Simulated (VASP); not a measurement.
# PbS (Cmcm) in VASP: further runs

The runs below take PbS through single point, with PBEsol.

Program: VASP 6.6.1. These are calculated values, not measurements. Logs are shortened: lines on timing, memory, paths and dates and some standing lists are left out, and cuts for length are marked.

**1. The crystal as given**

The structure is orthorhombic, space group Cmcm (No. 63). The conventional cell has a = 4.089 Å, b = 11.779 Å, c = 4.207 Å, α = 90.00°, β = 90.00°, γ = 90.00°. Pb (site symmetry m2m) has 5 S at 2.64 to 2.94 Å as nearest neighbours. S (site symmetry m2m) has 5 Pb at 2.64 to 2.94 Å as nearest neighbours.

Measurements of this composition are mostly on another form, of space group No. 225.

**2. Single point, PBEsol**

The input, INCAR:

```
PREC = Accurate
ENCUT = 520
EDIFF = 1E-6
ISMEAR = 0
SIGMA = 0.01
LREAL = False
LASPH = True
NELM = 100
ALGO = Fast
ISIF = 2
LWAVE = False
LCHARG = False
GGA = PS
NBANDS = 28
```

The input, KPOINTS:

```
Automatic mesh
0
Gamma
  5 5 5
```

The input, POSCAR:

```
PbS
1.0
    2.0446924428     -5.8897298343      0.0000000000
    2.0446924428      5.8897298343      0.0000000000
    0.0000000000      0.0000000000      4.2067760620
Pb S
2 2
Direct
    0.8694366500      0.1305633500      0.7500000000
    0.1305633500      0.8694366500      0.2500000000
    0.6452029100      0.3547970900      0.7500000000
    0.3547970900      0.6452029100      0.2500000000
```

Potentials or basis: VASP PAW PBE potentials, release 64 (Pb_d, S).

Launch:

```bash
$ cat potpaw_PBE.64/Pb_d/POTCAR potpaw_PBE.64/S/POTCAR > POTCAR
$ mpirun -np 1 vasp_std > vasp.out
```

OUTCAR:

```text
PREC = Accurate
   ENCUT = 520
   EDIFF = 1E-6
   ISMEAR = 0
   LREAL = False
   LASPH = True
   NELM = 100
   ISIF = 2
   GGA = PS

 ion  position               nearest neighbor table
   1  0.869  0.131  0.750-   3 2.64   4 2.94   4 2.94   4 2.94   4 2.94   2 3.73   2 3.73   2 4.06
                             2 4.06   2 4.06   2 4.06
   2  0.131  0.869  0.250-   4 2.64   3 2.94   3 2.94   3 2.94   3 2.94   1 3.73   1 3.73   1 4.06
                             1 4.06   1 4.06   1 4.06
   3  0.645  0.355  0.750-   1 2.64   2 2.94   2 2.94   2 2.94   2 2.94
   4  0.355  0.645  0.250-   2 2.64   1 2.94   1 2.94   1 2.94   1 2.94

  LATTYP: Found a base centered orthorhombic cell.
 ALAT       =     4.0893848856
 B/A-ratio  =     2.8804967001
 C/A-ratio  =     1.0287063164

  Lattice vectors:

 A1 = (   2.0446924428,  -5.8897298343,   0.0000000000)
 A2 = (   2.0446924428,   5.8897298343,   0.0000000000)
 A3 = (   0.0000000000,   0.0000000000,   4.2067760620)

Analysis of symmetry for initial positions (statically):
=====================================================================
 Subroutine PRICEL returns:
 Original cell was already a primitive cell.

 Routine SETGRP: Setting up the symmetry group for a
 base centered orthorhombic supercell.

 Subroutine GETGRP returns: Found  8 space group operations
 (whereof  4 operations were pure point group operations)
 out of a pool of  8 trial point group operations.

The static configuration has the point symmetry C_2h.
 The point group associated with its full space group is D_2h.

Analysis of symmetry for dynamics (positions and initial velocities):
=====================================================================
 Subroutine PRICEL returns:
 Original cell was already a primitive cell.

 Routine SETGRP: Setting up the symmetry group for a
 base centered orthorhombic supercell.

 Subroutine GETGRP returns: Found  8 space group operations
 (whereof  4 operations were pure point group operations)
 out of a pool of  8 trial point group operations.

The dynamic configuration has the point symmetry C_2h.
 The point group associated with its full space group is D_2h.

 Subroutine INISYM returns: Found  8 space group operations
 (whereof  4 operations are pure point group operations),
 and found     1 'primitive' translations

----------------------------------------------------------------------------------------

                                     Primitive cell

  volume of cell :     101.3218

  direct lattice vectors                    reciprocal lattice vectors
     2.044692443 -5.889729834  0.000000000     0.244535554 -0.084893537  0.000000000
     2.044692443  5.889729834  0.000000000     0.244535554  0.084893537  0.000000000
     0.000000000  0.000000000  4.206776062     0.000000000  0.000000000  0.237711726

  length of vectors
     6.234555694  6.234555694  4.206776062     0.258852371  0.258852371  0.237711726

  position of ions in fractional coordinates (direct lattice)
     0.869436650  0.130563350  0.750000000
     0.130563350  0.869436650  0.250000000
     0.645202910  0.354797090  0.750000000
     0.354797090  0.645202910  0.250000000

  ion indices of the primitive-cell ions
   primitive index   ion index
                 1           1
                 2           2
                 3           3
                 4           4

----------------------------------------------------------------------------------------

 KPOINTS: Automatic mesh

Automatic generation of k-mesh.
 Grid dimensions read from file:
 generate k-points for:    5    5    5

 Generating k-lattice:

  Cartesian coordinates                     Fractional coordinates (reciprocal lattice)
     0.048907111 -0.016978707  0.000000000     0.200000000  0.000000000  0.000000000
     0.048907111  0.016978707  0.000000000     0.000000000  0.200000000  0.000000000
     0.000000000  0.000000000  0.047542345     0.000000000  0.000000000  0.200000000

  Length of vectors
     0.051770474  0.051770474  0.047542345

  Shift w.r.t. Gamma in fractional coordinates (k-lattice)
     0.000000000  0.000000000  0.000000000

 Subroutine IBZKPT returns following result:
 ===========================================

 Found     27 irreducible k-points:

 Following reciprocal coordinates:
            Coordinates               Weight
  0.000000  0.000000  0.000000      1.000000
  0.200000 -0.000000  0.000000      4.000000
  0.400000  0.000000  0.000000      4.000000
  0.200000  0.200000  0.000000      2.000000
  0.400000  0.200000  0.000000      4.000000
 -0.400000  0.200000  0.000000      4.000000
[... 16 lines left out ...]
  0.400000  0.200000  0.400000      8.000000
 -0.400000  0.200000  0.400000      8.000000
 [... further k-points ...]
   k-points           NKPTS =     27   k-points in BZ     NKDIM =     27   number of bands    NBANDS=     28
   number of dos      NEDOS =    301   number of ions     NIONS =      4
   total plane-waves  NPLWV =  73728
   dimension x,y,z NGX =    48 NGY =   48 NGZ =   32
   dimension x,y,z NGXF=    96 NGYF=   96 NGZF=   64
   ions per type =               2   2
   NGX,Y,Z   is equivalent  to a cutoff of  12.80, 12.80, 12.65 a.u.
   NGXF,Y,Z  is equivalent  to a cutoff of  25.60, 25.60, 25.29 a.u.
 SYSTEM =  unknown system
   PREC   = accura    normal or accurate (medium, high low for compatibility)
   ISTART =      0    job   : 0-new  1-cont  2-samecut
   ICHARG =      2    charge: 1-file 2-atom 10-const
   ISPIN  =      1    spin polarized calculation?
   LNONCOLLINEAR =      F non collinear calculations
   LSORBIT =      F    spin-orbit coupling
   LASPH  =      T    aspherical Exc in radial PAW
   ENCUT  =  520.0 eV  38.22 Ry    6.18 a.u.  11.59 11.59  7.82*2*pi/ulx,y,z
   NELM   =    100;   NELMIN=  2; NELMDL= -5     # of ELM steps
   EDIFF  = 0.1E-05   stopping-criterion for ELM
   LREAL  =      F    real-space projection
   EDIFFG = 0.1E-04   stopping-criterion for IOM
   NSW    =      0    number of steps for IOM
   IBRION =     -1    ionic relax: 0-MD 1-quasi-New 2-CG
   NFREE  =      0    steps in history (QN), initial steepest desc. (CG)
   ISIF   =      2    stress and relaxation
   ISYM   =      2    0-nonsym 1-usesym 2-fastsym
   POTIM  = 0.5000    time-step for ionic-motion
   TEBEG  =    0.0;   TEEND  =   0.0 temperature during run
   PSTRESS=    0.0 pullay stress
   NELECT =      40.0000    total number of electrons
   NUPDOWN=      -1.0000    fix difference up-down
   EMIN   =  10.00;   EMAX   =-10.00  energy-range for DOS
   EFERMI =   0.00;   METHOD = LEGACY
   ISMEAR =     0;   SIGMA  =   0.01  broadening in eV -4-tet -1-fermi 0-gaus
   EFERMI_NEDOS =   21; number of points for ismear=-14 and -15
   IALGO  =     68    algorithm
   IMIX   =      4    mixing-type and parameters
     AMIX     =   0.40;   BMIX     =  1.00
     AMIX_MAG =   1.60;   BMIX_MAG =  1.00
  volume/ion in A,a.u.               =      25.33       170.94
  Fermi-wavevector in a.u.,A,eV,Ry     =   1.200956  2.269479 19.623632  1.442296
  Thomas-Fermi vector in A             =   2.336778
   LORBIT       =      0    0 simple, 1 ext, 2 COOP (PROOUT), +10 PAW based schemes
   GGA     = PS    functional components
   LHFCALC =     F    Hartree Fock is set to
   AEXX    =    0.0000 exact exchange contribution
   IVDW    =     0    specifies the selected vdW correction
   LEPSILON=     F    determine dielectric tensor
   LRPA    =     F    only Hartree local field effects (RPA)
 non-spin polarized calculation
 RMM-DIIS sequential band-by-band and
 Gauss-broadening in eV      SIGMA  =   0.01
  energy-cutoff  :      520.00
  volume of cell :      101.32
 maximum number of plane-waves:      2756
 NGX is ok and might be reduce to    48
   NGX = 23   NGY = 23   NGZ = 15

 number of electron      39.9999998 magnetization

 Free energy of the ion-electron system (eV)
  ---------------------------------------------------
  ext. energy  EPLUGINS =         0.00000000
  ---------------------------------------------------
  free energy    TOTEN  =       -18.75707772 eV

  energy without entropy =      -18.75707772  energy(sigma->0) =      -18.75707772

 E-fermi :   5.5443     XC(G=0): -10.0222

 val. band max:        5.4328246717   @ k =  -0.4000   0.4000   0.4000
 cond. band min:       6.4922827235   @ k =   0.4000   0.4000   0.0000
 fundamental gap:      1.0594580518
 Fermi energy:         5.5442826631

 k-point     1 :       0.0000    0.0000    0.0000
  band No.  band energies     occupation
      1     -11.0023      2.00000
      2     -10.8615      2.00000
      3     -10.8478      2.00000
      4     -10.8466      2.00000
      5     -10.8070      2.00000
      6     -10.8018      2.00000
[... 20 lines left out ...]
     27      11.6642      0.00000
     28      12.2866      0.00000

 k-point     2 :       0.2000   -0.0000    0.0000
  band No.  band energies     occupation
      1     -10.9721      2.00000
      2     -10.8515      2.00000
      3     -10.8443      2.00000
      4     -10.8257      2.00000
      5     -10.8169      2.00000
      6     -10.8102      2.00000
[... 20 lines left out ...]
     27      11.9485      0.00000
     28      12.9920      0.00000

 k-point     3 :       0.4000    0.0000    0.0000
  band No.  band energies     occupation
      1     -10.9111      2.00000
      2     -10.8613      2.00000
      3     -10.8484      2.00000
      4     -10.8420      2.00000
      5     -10.8149      2.00000
      6     -10.8059      2.00000
[... 20 lines left out ...]
     27      13.2408      0.00000
     28      14.0115      0.00000

 k-point     4 :       0.2000    0.2000    0.0000
  band No.  band energies     occupation
      1     -10.9149      2.00000
      2     -10.8581      2.00000
      3     -10.8556      2.00000
      4     -10.8328      2.00000
      5     -10.8086      2.00000
      6     -10.8051      2.00000
[... 20 lines left out ...]
     27      13.4316      0.00000
     28      13.5275      0.00000

 k-point     5 :       0.4000    0.2000    0.0000
  band No.  band energies     occupation
      1     -10.9039      2.00000
      2     -10.8670      2.00000
      3     -10.8530      2.00000
      4     -10.8321      2.00000
      5     -10.8202      2.00000
      6     -10.8009      2.00000
[... 20 lines left out ...]
     27      13.1061      0.00000
     28      14.0754      0.00000

 k-point     6 :      -0.4000    0.2000    0.0000
  band No.  band energies     occupation
      1     -10.9652      2.00000
      2     -10.8544      2.00000
      3     -10.8304      2.00000
      4     -10.8224      2.00000
      5     -10.8202      2.00000
      6     -10.8121      2.00000
[... 463 lines left out ...]
      5     -10.7952      2.00000
      6     -10.7918      2.00000
[... 20 lines left out ...]
     27      12.7462      0.00000
     28      13.2476      0.00000

 k-point    22 :       0.2000    0.2000    0.4000
  band No.  band energies     occupation
      1     -10.9791      2.00000
      2     -10.9691      2.00000
      3     -10.8418      2.00000
      4     -10.8180      2.00000
      5     -10.8117      2.00000
      6     -10.8066      2.00000
[... 20 lines left out ...]
     27      12.0467      0.00000
     28      12.7820      0.00000

 k-point    23 :       0.4000    0.2000    0.4000
  band No.  band energies     occupation
      1     -10.9764      2.00000
      2     -10.9669      2.00000
      3     -10.8492      2.00000
      4     -10.8294      2.00000
      5     -10.8037      2.00000
      6     -10.7903      2.00000
[... 20 lines left out ...]
     27      11.8530      0.00000
     28      12.3270      0.00000

 k-point    24 :      -0.4000    0.2000    0.4000
  band No.  band energies     occupation
      1     -10.9379      2.00000
      2     -10.9070      2.00000
      3     -10.8495      2.00000
      4     -10.8370      2.00000
      5     -10.8001      2.00000
      6     -10.7896      2.00000
[... 20 lines left out ...]
     27      12.8222      0.00000
     28      13.4471      0.00000

 [... further k-points ...]

------------------------ aborting loop because EDIFF is reached ----------------------------------------

  FORCE on cell =-STRESS in cart. coord.  units (eV):
  Direction    XX          YY          ZZ          XY          YZ          ZX
  --------------------------------------------------------------------------------------
  -------------------------------------------------------------------------------------
  Total        0.6034978      0.7894123      0.4603412      0.0000000      0.0000000      0.0000000
  in kB        9.5429694     12.4827920      7.2792668      0.0000000      0.0000000      0.0000000
  external PRESSURE =       9.7683427 kB  Pullay stress =       0.0000000 kB

 VOLUME and BASIS-vectors are now :
 -----------------------------------------------------------------------------
  energy-cutoff  :      520.00
  volume of cell :      101.32
      direct lattice vectors                 reciprocal lattice vectors
     2.044692443 -5.889729834  0.000000000     0.244535554 -0.084893537  0.000000000
     2.044692443  5.889729834  0.000000000     0.244535554  0.084893537  0.000000000
     0.000000000  0.000000000  4.206776062     0.000000000  0.000000000  0.237711726

 POSITION                                       TOTAL-FORCE (eV/Angst)
 -----------------------------------------------------------------------------------
      2.04469     -4.35176      3.15508         0.000000     -0.298517      0.000000
      2.04469      4.35176      1.05169         0.000000      0.298517     -0.000000
      2.04469     -1.71041      3.15508         0.000000      0.223503     -0.000000
      2.04469      1.71041      1.05169         0.000000     -0.223503      0.000000
 -----------------------------------------------------------------------------------
    total drift:                               -0.000000     -0.000000      0.000000

  FREE ENERGIE OF THE ION-ELECTRON SYSTEM (eV)
  ---------------------------------------------------
  free  energy   TOTEN  =       -18.7570777192 eV

  energy  without entropy=      -18.7570777192  energy(sigma->0) =      -18.75707772
```

Wall time 75 s (1 thread of AMD EPYC 9R45 (Zen 5), shared host); peak memory 0.25 GiB.

Results:

| Quantity | Value |
| --- | --- |
| Free energy | -18.7571 eV |
| Pressure | 1.0 GPa |
| Largest force | 0.299 eV/Å |
| Band gap on the k mesh | 1.06 eV, indirect (least direct gap 1.18 eV) |

Forces on the atoms (eV/Å):
```
Pb   0.000 -0.299  0.000
Pb   0.000  0.299  0.000
S    0.000  0.224  0.000
S    0.000 -0.224  0.000
```

Caveat: the PAW data sets were made with another functional, which shifts forces and pressure a little; spin-orbit coupling is left out, which as a rule narrows the gap of such compounds by several tenths of an eV; an odd mesh through Γ misses points on the zone boundary, where band edges often lie.

(Continued in part 2 of 2.)
